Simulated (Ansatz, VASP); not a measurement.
# Cross-check of GaSb between VASP and Ansatz, part 2 of 2

Aim: how closely do two programs agree when they are given the same cell, functional and k mesh? The cell is taken from a series of VASP runs on this material, whose earlier steps may have relaxed, scaled or displaced it; both programs get it as it stands.

VASP 6.6.1 and Ansatz 0.2.0.

So far: Set-up; VASP: band structure, HSE06.

## Step 3: Ansatz: band structure, HSE06

Level of this step: Ansatz beside VASP: Kohn-Sham DFT, plane waves, HSE06 (Ansatz).

Ansatz runs on its default PAW (the set named soft_2) files.

The same cell, functional, mesh and smearing now go to Ansatz, which takes its cutoff from its data sets.

The input, input.yaml:

```yaml
crystal:
  lattice:
    - [0.0, 3.059, 3.059]
    - [3.059, 0.0, 3.059]
    - [3.059, 3.059, 0.0]
  atoms:
    - { symbol: Sb, position: [0.75, 0.75, 0.75] }
    - { symbol: Ga, position: [0.0, 0.0, 0.0] }
hamiltonian:
  xc: { exchange: pbe, correlation: pbe, exx: { coeff: 0.25, omega: 0.2 } }
  pseudopotentials: { kind: paw }
kpoints:
  mp_grid: { grid: [4, 4, 4] }
  band_path:
    path:
      - [0.0, 0.0, 0.0]
      - [0.5, 0.0, 0.5]
      - [0.5, 0.22222, 0.72222]
      - [0.40278, 0.34722, 0.75]
      - [0.125, 0.125, 0.25]
      - [0.27778, 0.27778, 0.27778]
      - [0.55556, 0.38889, 0.55556]
      - [0.58333, 0.25, 0.66667]
      - [0.5, 0.30556, 0.69444]
      - [0.48611, 0.48611, 0.52778]
      - [0.625, 0.25, 0.625]
      - [0.5, 0.0, 0.5]
    npoints: 1
scf:
  occupations: { method: gaussian, width: 0.03 }
  n_extra_bands: 7
output:
  forces: true
  stress: true
  eigenvalues: true
```

Started as:

```console
$ ansatz run input.yaml --threads 4 --pin off --max-ram 9216MiB --backend cpu --events-out ev --progress --plain --runs-dir out
```

Numbers of over 12 decimals in the logs are rounded to 6 here.

What it wrote:

```text
Warning: output.stress: scf.convergence.dr2_threshold = 1e-7 eV (the SCF's general default) is looser than the 2e-10 eV advised for a printed stress (1e-10 eV for each atom of the cell: 2). What an SCF threshold leaves in a stress goes as its square root, and in the free energy as the threshold itself, and one threshold admits the most on a small cell: [figures from the program's tests cut] Set scf.convergence.dr2_threshold to 2e-10 eV or tighter. The threshold is an SCF's pass mark: one that does not reach it within its budget of iterations ends unconverged, or closes short of it on a stop that the run arms, and scf.convergence.dr2_threshold's page says what that costs each kind of run
Warning: output.stress: scf.exx.energy_threshold = 1e-6 eV is looser than the 2e-8 eV advised for a stress under a hybrid functional (1e-8 eV for each atom of the cell: 2). Every SCF of the exchange loop can meet its threshold on dr2 while the loop round them stops early: no threshold on dr2 bounds what that leaves in the stress. Set scf.exx.energy_threshold to 2e-8 eV or tighter. The threshold is the loop's pass mark: a loop that does not reach it within its budget of cycles ends unconverged, and scf.exx.energy_threshold's page has the law
scf.n_extra_bands = 7 over 14 filled bands (N_el = 28.0): the run solves 21 bands
Engine: ansatz 0.2.0, x86_64-unknown-linux-gnu
Pseudopotentials: kind: paw
Pseudopotential: Sb, paw, valence charge 15, recommended cutoff 420 eV (normal), Sb.paw.azcp
Pseudopotential: Ga, paw, valence charge 13, recommended cutoff 420 eV (normal), Ga.paw.azcp
Functional definition: unnamed
  parameter a_1 = 0.25
  parameter omega_1 = 0.2/angstrom
  exchange = pbe_x + (-a_1)*pbe_x_sr(omega_1) + a_1*exact_x_sr(omega_1)
  correlation = pbe_c
Crystal: 2 atoms, lattice volume = 57.249 Å³
Basis set: ecut = 420 eV, 1139 PW (Γ), exchange–correlation on 60×60×60 points (8 copies of the dense FFT grid, shifted against one another)
Bands: 21, of which v1, the nominal top of the filled ones, is band 14 counted from 1 (13 counted from 0)
Symmetry: 24 space group operations
Space group: F-43m (ITA 216), of the structure as read, at distance tolerance 3.9e-5 Å
k-points: 8 of 64 (time reversal used)
Non-local potential: Sb, projectors of the file, l = 0: 2, l = 1: 2, l = 2: 2, l = 3: 2
Non-local potential: Ga, projectors of the file, l = 0: 2, l = 1: 2, l = 2: 3, l = 3: 1
PAW form: soft (Blöchl's): semilocal exchange-correlation on the pseudo side does not see the compensation charge
PAW frozen core: Sb, regenerated for the run's functional, and the local potential with it (the file was generated under x = pbe(κ = 0.804, μ = 0.219515), c = pbe(β = 0.066725))
PAW frozen core: Ga, regenerated for the run's functional, and the local potential with it (the file was generated under x = pbe(κ = 0.804, μ = 0.219515), c = pbe(β = 0.066725))
PAW one-centre angular grid: Sb, 590 points (default); XC on 64 Gauss nodes
PAW one-centre angular grid: Ga, 590 points (default); XC on 64 Gauss nodes
Initial density: superposition of atomic densities (neutral atoms: chi_scale 0, normalization atom), corrected by the library's trained network
Initial wavefunctions: pseudopotential atomic-orbital guess
Functional: x = pbe(κ = 0.804, μ = 0.219515), c = pbe(β = 0.066725), warm-up for x = pbe(κ = 0.804, μ = 0.219515) + 0.25 (exact − pbe) at short range (hse, ω = 0.2 Å⁻¹), c = pbe(β = 0.066725)
SCF iter   1: F=—  HF=-10267.624883 eV  |F-HF|=—  |Δ(HF+E_count)|=         —  Δρ=1.60e-3  dr2=6.74e-4  ethr=1.77e-3  ⟨swp⟩=13.9  Hψ=775  notcnv=0
preconditioner: auto → none  [insulator: Δε(μ)=0.032 eV  Ē_g=16.802 eV  σ=0.030 eV  W_gap=0.51  n_scr=14 (ndim 8)  ℏωp=20.8 eV  f_vac=0.091  D(μ)=1.45/eV (n_scr^D=14)]
SCF iter   2: F=—  HF=-10267.625354 eV  |F-HF|=—  |Δ(HF+E_count)|=   4.71e-4  Δρ=6.38e-4  dr2=1.14e-4  ethr=2.41e-6  ⟨swp⟩=5.4  Hψ=541  notcnv=0  defer=4
SCF iter   3: F=—  HF=-10267.625430 eV  |F-HF|=—  |Δ(HF+E_count)|=   7.58e-5  Δρ=2.33e-4  dr2=1.91e-5  ethr=4.09e-7  ⟨swp⟩=3.0  Hψ=358  notcnv=0
iter 4 solved again at ethr=2.68e-9 eV; its pass at ethr=6.82e-8 eV (dr2=7.51e-7 eV) is discarded
SCF iter   4: F=—  HF=-10267.625421 eV  |F-HF|=—  |Δ(HF+E_count)|=   8.79e-6  Δρ=3.81e-5  dr2=7.92e-7  ethr=2.68e-9  ⟨swp⟩=2.8  Hψ=682  notcnv=0
SCF iter   5: F=—  HF=-10267.625421 eV  |F-HF|=—  |Δ(HF+E_count)|=   4.25e-7  Δρ=1.29e-5  dr2=7.21e-8  ethr=2.68e-9  ⟨swp⟩=3.0  Hψ=344  notcnv=0
SCF iter   6: F=—  HF=-10267.625421 eV  |F-HF|=—  |Δ(HF+E_count)|=   1.35e-7  Δρ=2.03e-6  dr2=1.93e-9  ethr=2.57e-10  ⟨swp⟩=3.2  Hψ=327  notcnv=0
SCF iter   7: F=-10267.625421 eV  HF=-10267.625421 eV  |F-HF|=6.55e-11  |Δ(HF+E_count)|=   4.30e-9  Δρ=5.82e-7  dr2=1.08e-10  ethr=6.88e-12  ⟨swp⟩=4.0  Hψ=419  notcnv=0
SCF 1 converged in 7 iterations: F = -10267.625421 eV  dr2 = 1.08e-10
  greatest PAW one-centre occupation: 0.995 electrons in one spin orbital (limit 2), on the Sb atom at site 0 (counted from 0), in its partial waves of l = 2
Initial density: handed on by an earlier stage of this run
Initial wavefunctions: those handed on with the density
Functional: x = pbe(κ = 0.804, μ = 0.219515) + 0.25 (exact − pbe) at short range (hse, ω = 0.2 Å⁻¹), c = pbe(β = 0.066725)
Exchange kernel: α = 0.2500, screened, ω = 0.2000 Å⁻¹, Wigner–Seitz truncation, v(0) = 1114.7601 eV·Å³, q-mesh 4×4×4, nearest image of the exchange supercell L = 17.30 Å, pair-density grid 18×18×18, without the augmentation charges, whose exchange is taken in its separable form by FFT convolution over the k-point mesh (sized by the pseudopotential files, 24×24×24 at the most), smooth part of the exact exchange by density-matrix convolution
Frozen-core exchange: fock
iter 1 solved again at ethr=6.33e-5 eV; its pass at ethr=1.00e-1 eV (dr2=1.77e-2 eV) is discarded
SCF iter   1: F=—  HF=-10272.517151 eV  |F-HF|=—  |Δ(HF+E_count)|=         —  Δρ=1.17e-2  dr2=2.86e-2  ethr=6.33e-5  ⟨swp⟩=4.8  Hψ=916  notcnv=0
eigensolver tolerance schedule calibrated: the retry pair's looser diagonalisation under-reported the residual by θ = 0.35 (0.11/decade); ethr = c·dr2/N_el runs at the constant in force after the calibration composes with the one it found (an armed cap, an earlier calibration), c = 8.2e-2
preconditioner: auto → none  [insulator: Δε(μ)=0.763 eV  Ē_g=19.528 eV  σ=0.030 eV  W_gap=1.00  n_scr=14 (ndim 8)  ℏωp=20.8 eV  f_vac=0.093  D(μ)=0.00/eV (n_scr^D=0)]
[...]
SCF iter   4: F=—  HF=-10272.502938 eV  |F-HF|=—  |Δ(HF+E_count)|=   3.48e-5  Δρ=3.86e-4  dr2=1.03e-3  ethr=1.77e-6  ⟨swp⟩=2.8  Hψ=289  notcnv=0
SCF iter   5: F=—  HF=-10272.512310 eV  |F-HF|=—  |Δ(HF+E_count)|=   9.37e-3  Δρ=1.15e-3  dr2=3.46e-4  ethr=1.56e-7  ⟨swp⟩=4.8  Hψ=573  notcnv=0
SCF iter   6: F=—  HF=-10272.512176 eV  |F-HF|=—  |Δ(HF+E_count)|=   1.34e-4  Δρ=7.82e-5  dr2=1.68e-5  ethr=1.56e-7  ⟨swp⟩=4.0  Hψ=397  notcnv=0
SCF iter   7: F=-10272.512290 eV  HF=-10272.512293 eV  |F-HF|=3.40e-6  |Δ(HF+E_count)|=   1.17e-4  Δρ=1.34e-4  dr2=5.18e-6  ethr=5.29e-9  ⟨swp⟩=4.4  Hψ=545  notcnv=0
SCF 2 stopped early in 7 iterations: F = -10272.512290 eV  dr2 = 5.18e-6
hybrid outer 1: dexx = +1.038e-2 eV, tail = 5.96e-5 eV
Exchange kernel: α = 0.2500, screened, ω = 0.2000 Å⁻¹, Wigner–Seitz truncation, v(0) = 1114.7601 eV·Å³, q-mesh 4×4×4, nearest image of the exchange supercell L = 17.30 Å, pair-density grid 18×18×18, without the augmentation charges, whose exchange is taken in its separable form by FFT convolution over the k-point mesh (sized by the pseudopotential files, 24×24×24 at the most), smooth part of the exact exchange by density-matrix convolution
Frozen-core exchange: fock
SCF iter   1: F=—  HF=-10272.512120 eV  |F-HF|=—  |Δ(HF+E_count)|=         —  Δρ=3.89e-5  dr2=2.08e-6  ethr=1.06e-6  ⟨swp⟩=3.9  Hψ=359  notcnv=0
preconditioner: auto → none  [insulator: Δε(μ)=0.897 eV  Ē_g=19.356 eV  σ=0.030 eV  W_gap=1.00  n_scr=14 (ndim 8)  ℏωp=20.8 eV  f_vac=0.093  D(μ)=0.00/eV (n_scr^D=0)]
SCF iter   2: F=—  HF=-10272.512122 eV  |F-HF|=—  |Δ(HF+E_count)|=   1.44e-6  Δρ=1.39e-5  dr2=1.07e-6  ethr=4.08e-9  ⟨swp⟩=4.0  Hψ=418  notcnv=0
SCF iter   3: F=—  HF=-10272.512122 eV  |F-HF|=—  |Δ(HF+E_count)|=   4.77e-8  Δρ=4.45e-6  dr2=9.75e-7  ethr=3.03e-10  ⟨swp⟩=4.2  Hψ=427  notcnv=0
SCF iter   4: F=—  HF=-10272.512141 eV  |F-HF|=—  |Δ(HF+E_count)|=   1.89e-5  Δρ=1.60e-5  dr2=1.90e-7  ethr=2.04e-11  ⟨swp⟩=5.1  Hψ=640  notcnv=0
SCF iter   5: F=—  HF=-10272.512141 eV  |F-HF|=—  |Δ(HF+E_count)|=   6.60e-8  Δρ=5.01e-6  dr2=1.58e-8  ethr=2.04e-11  ⟨swp⟩=4.0  Hψ=507  notcnv=0
SCF iter   6: F=-10272.512141 eV  HF=-10272.512141 eV  |F-HF|=1.36e-9  |Δ(HF+E_count)|=   4.41e-9  Δρ=7.79e-7  dr2=6.82e-9  ethr=2.04e-11  ⟨swp⟩=3.0  Hψ=372  notcnv=0
SCF 3 converged in 6 iterations: F = -10272.512141 eV  dr2 = 6.82e-9
  Residual-converged pass: ⟨swp⟩=2.9  Hψ=291  notcnv=0  max |occ|·‖R‖ = 2.4e-6 eV (tolerance 2.4e-6 eV)  dr2=6.81e-9  dr2_onsite=3.77e-9  max |Δocc| = 1.7e-107
hybrid outer 2: dexx = +9.207e-7 eV, tail = 3.56e-8 eV, Δε = 2.70e-3 eV (about 9.95e-5 eV left of the loop's levels)
NSCF: frozen V_eff on 12 k-points
hybrid SCF converged: 2 outer / 13 inner (+7 warm-up), last move |dexx| = 9.21e-7 eV, tail = 3.56e-8 eV
Stability not checked: this state was not tested for a lower state beside it, because the functional holds exact exchange (a hybrid, or Hartree-Fock), whose exchange loop this test does not read (fock_operator; see scf.lower_state_search)
Free energy (F): -10272.512141 eV
Frozen-core exchange: fock
Harris-Foulkes:  -10272.512141 eV  (|F-HF|=1.36e-9)
Internal energy: -10272.512141 eV  (E = F + TS)
E sigma→0 (E₀):  -10272.512141 eV
Fermi energy:    7.815138 eV
--- Per-component energies (eV) ---
  E_band       = -322.911418
  E_kinetic    = 322.273255
  E_local      = -3918.696562  (includes V_loc(G=0)·N_el)
  E_nonlocal   = 789.047870
  E_hartree    = 1809.216802
  E_xc         = -165.975130
  E_vxc        = -123.375448  (∫ρ·V_xc dr)
  E_exx        = -89.153376  (= α·E_x^exact, valence–valence)
  E_paw        = -6525.444978  (= ΣΔE_a)
  E_vpaw       = -832.286855  (= ΣTr[D̂ρ^β])
  E_aug_tail   = -0.000099  (compensation charges beyond the density's cutoff)
  E_ewald      = -2493.919138
  E_core_change = 0.139216  (= ΣΔE_core)
  E_smearing   = -0.000000  (= −TS)
  E_closure    = -0.000000  (closes the sum)
  Σ components = -10272.512141   (vs F -10272.512141, Δ=0.00e0)
--- Forces (eV/Å), atoms counted from 1 ---
  atom   1  Sb     0.00000000    -0.00000000    -0.00000000
  atom   2  Ga    -0.00000000     0.00000000     0.00000000
  max |Σ_I F_I| component: 2.08e-17 eV/Å
--- Stress (GPa, compression-positive) ---
        0.769425       0.000000      -0.000000
       -0.000000       0.769425       0.000000
        0.000000       0.000000       0.769425
  P = ⅓ Tr σ = 0.7694 GPa (7.694 kbar)
--- Band table (eV; the first three rows and the last of 8) ---
  k-point 0: bands = [... 10 lower, -5.2271, 7.3653, 7.3653, 7.3653, 8.2639, 10.8340, 10.8340, 10.8340, ... 3 higher]
  k-point 1: bands = [... 10 lower, -4.5452, 3.1148, 6.6209, 6.6209, 8.8867, 11.7521, 11.7521, 13.4691, ... 3 higher]
  k-point 2: bands = [... 10 lower, -3.4147, 0.4555, 6.1205, 6.1205, 8.4495, 11.8422, 11.8422, 14.6416, ... 3 higher]
  k-point 7: bands = [... 10 lower, -2.4317, 0.1325, 3.7520, 4.0039, 11.9224, 12.3660, 12.6548, 12.8662, ... 3 higher]
```

The job ended after 17 s (4 threads of Intel Xeon Platinum 8488C (Sapphire Rapids), shared host; peak memory 0.83 GiB; 60 s of CPU time).

In the SCF lines HF is the Harris–Foulkes energy and dr2 the Hartree energy of the density residual, in eV; the loop may stop once dr2 is under the threshold and the program's other checks hold. Hψ counts applications of the Hamiltonian.

## Step 4: Comparison

Known differences besides the potentials themselves: exact exchange at q = 0 is treated differently, which shows on coarse meshes; VASP keeps PBE cores, Ansatz makes them for the functional; the data sets hold 28 valence electrons in Ansatz (default PAW (the set named soft_2) files) and 18 in VASP; the cutoff is 420 eV in Ansatz and 350 eV in VASP; VASP takes a coarser grid for exact exchange (PRECFOCK = Fast). Total energies have different zeros and are not compared.

The two programs side by side:

```tsv
quantity	Ansatz	VASP	difference
gap over the path points (eV)	0.899	0.917	-0.019
```

Levels at points of the path, from each program's valence-band top (eV; 3 filled, then empty):

```tsv
k (reciprocal lattice)	Ansatz	VASP
0.000 0.000 0.000	0.00 0.00 0.00 0.90 3.47 3.47	0.00 0.00 0.00 0.92 3.51 3.51
0.500 0.000 0.500	-7.39 -2.79 -2.79 1.49 1.81 9.93	-7.37 -2.78 -2.78 1.53 1.86 9.94
0.500 0.222 0.722	-7.24 -3.59 -3.35 4.27 4.54 5.78	-7.22 -3.58 -3.33 4.30 4.58 5.81
0.403 0.347 0.750	-7.18 -3.88 -2.49 2.23 4.67 7.34	-7.17 -3.86 -2.48 2.27 4.70 7.35
0.125 0.125 0.250	-3.20 -1.44 -0.32 2.38 3.96 4.00	-3.19 -1.42 -0.32 2.40 4.00 4.03
0.278 0.278 0.278	-4.71 -0.84 -0.84 1.44 4.45 4.45	-4.70 -0.84 -0.84 1.47 4.49 4.49
0.556 0.389 0.556	-6.86 -2.86 -1.65 2.36 4.48 5.43	-6.84 -2.84 -1.64 2.40 4.51 5.46
0.583 0.250 0.667	-7.19 -3.85 -2.62 2.47 4.69 7.02	-7.17 -3.84 -2.61 2.51 4.72 7.04
0.500 0.306 0.694	-7.08 -3.78 -2.87 3.96 4.58 5.84	-7.06 -3.77 -2.86 3.99 4.62 5.86
0.486 0.486 0.528	-6.90 -1.43 -1.28 1.27 4.43 4.54	-6.88 -1.42 -1.27 1.30 4.46 4.58
```

Among the levels compared at these points, filled levels agree within 21 meV and empty ones within 51 meV.

## Step 5: What came out

```
difference in gap over the path points (band structure, HSE06) : -0.019 eV
```

The difference in gap over the path points is -0.019 eV (band structure, HSE06), within the 0.08 eV picked in this series as the mark of a large difference. Such differences can come from data sets, numerical settings and the points named under the comparisons, not from the functional's error against experiment.

[Lines on the potential files, build, host, timing and source positions are cut from VASP's logs without a mark.]

[Logs are printed without paths, hosts, clocks, repeated set-up lines and the standing remarks that a program may print on its own settings, such as how far it seeks lower states.]

[Hosts, paths, dates, database ids (printed as entryN), source tags and the programs' standing remarks are cut or masked in the printed files.]
